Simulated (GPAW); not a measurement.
Write an ASE script for GPAW 26.7.0 that does the following.

| Quantity | Value |
| --- | --- |
| Task | relaxation of cell and atoms |
| Functional | TPSS |
| Potentials or basis | GPAW PAW data sets (gpaw-data 1.2.1) |
| Cutoff | 600 eV |
| Basis | pw |
| k mesh | 6 × 6 × 6 |
| Occupations | fermi-dirac, width 0.05 eV |
| Spin | no spin polarisation |
| Eigensolver | davidson |
| Maxiter | 150 |
| Optimizer | BFGS |
| Fmax | 0.02 eV/Å |
| Max steps | 60 |

The structure of Sn lies in Sn.xyz:

```xyz
2
Lattice="0.0000000000 3.2333428000 3.2333428000 3.2333428000 0.0000000000 3.2333428000 3.2333428000 3.2333428000 0.0000000000" Properties=species:S:1:pos:R:3 pbc="T T T"
Sn     4.8500142000      4.8500142000      4.8500142000
Sn     3.2333428000      3.2333428000      3.2333428000
```

This isn't the form of Sn at room conditions, which is tetragonal (white tin).

These files were run (other wordings do the same):

run.py

```python
from ase.filters import FrechetCellFilter
from ase.io import read, write
from ase.optimize import BFGS
from gpaw import GPAW, PW

atoms = read('Sn.xyz')

calc = GPAW(mode=PW(600),
            xc='MGGA_X_TPSS+MGGA_C_TPSS',
            kpts={'size': (6, 6, 6), 'gamma': True},
            occupations={'name': 'fermi-dirac', 'width': 0.05},
            nbands=24,
            convergence={'density': 1e-05, 'energy': 1e-05},
            eigensolver='davidson',
            maxiter=150,
            txt='gpaw.txt')
atoms.calc = calc
opt = BFGS(FrechetCellFilter(atoms), trajectory='relax.traj', logfile='-')
done = opt.run(fmax=0.02, steps=60)
calc.write('gs.gpw')
write('result.traj', atoms)
print('Converged:', done)
print('Cell:', atoms.cell.cellpar().round(4))
print('Volume:', round(atoms.get_volume(), 4))
print(atoms.get_scaled_positions().round(5))
```

Potentials or basis: GPAW PAW data sets (gpaw-data 1.2.1), pw.

Run with:

```sh
$ OMP_NUM_THREADS=1 python run.py
```

It gave:

| Property | Result |
| --- | --- |
| Relaxed volume | 35.91 Å³/atom |
| Relaxed cell | a = 4.666 Å, b = 4.666 Å, c = 4.666 Å, α = 60.00°, β = 60.00°, γ = 60.00° |
| Space group after relaxing (to 0.05 Å) | Fd-3m (No. 227) |
| Energy gained by relaxing | 17.0 meV/atom |
| Ionic steps | 4 |
| Pressure after relaxing | 0.0 GPa |
| Band gap on the k mesh | none (metal or under the smearing width) |

Caveat: later steps reuse the first step's grids; the PAW data sets were made with another functional, which shifts forces and pressure a little.

It took 3.6 min on 1 thread of Intel(R) Xeon(R) 6975P-C (Granite Rapids), on a shared host, peak memory 0.57 GiB.
